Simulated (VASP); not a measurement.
Si3Ge, 16 atoms in the cell. Symmetry: Cm, No. 8, monoclinic system. The conventional cell has a = 13.439 Å, b = 7.760 Å, c = 7.759 Å, α = 90.00°, β = 125.26°, γ = 90.00°. Ge (site symmetry 1) is surrounded by 3 Si at 2.38 to 2.39 Å and 1 Ge at 2.42 Å. Around Ge (site symmetry m) lie 4 Si at 2.38 to 2.40 Å. Ge (site symmetry m) has 2 Si at 2.38 Å and 2 Ge at 2.42 Å as nearest neighbours. Around Si (site symmetry m) lie 3 Si at 2.35 to 2.37 Å and 1 Ge at 2.38 Å. Around Si (site symmetry m) lie 4 Si at 2.35 to 2.37 Å. Si (site symmetry m) is surrounded by 3 Si at 2.36 to 2.37 Å and 1 Ge at 2.38 Å. Si (site symmetry 1) is surrounded by 4 Si at 2.36 to 2.38 Å. Si (site symmetry m) has 1 Si at 2.35 Å and 3 Ge at 2.38 Å as nearest neighbours. The cell was built by a generator and needn't be a form met in nature.

```yaml
Program: VASP 6.6.1
Task: relaxation of cell and atoms
Functional: PBEsol
Potentials_or_basis: VASP PAW PBE potentials, release 64 (Ge_d, Si)
Cutoff: 600 eV
k_mesh: 6 × 6 × 6
Occupations: gaussian, width 0.03 eV
Spin: no spin polarisation
Further_INCAR_settings: ALGO = Normal; EDIFF = 1e-07; IBRION = 2; EDIFFG = -0.005; NSW = 90; ISIF = 3
```

Potentials or basis: VASP PAW PBE potentials, release 64 (Ge_d, Si).

The run is started by

```console
$ cat potpaw_PBE.64/Ge_d/POTCAR potpaw_PBE.64/Si/POTCAR > POTCAR
$ mpirun -np 1 vasp_std > vasp.out
```

Hardware: 1 × NVIDIA H100 80GB with 1 thread of AMD EPYC 7R13 Processor (Zen 3) (shared host).

Q: Estimate the wall time of this run.

A: Run time: 26 min on 1 × NVIDIA H100 80GB with 1 thread of AMD EPYC 7R13 Processor (Zen 3), with other jobs on the host, peak memory 2.3 GiB. Counts: scf iterations 31, k points 68, ion steps 3.
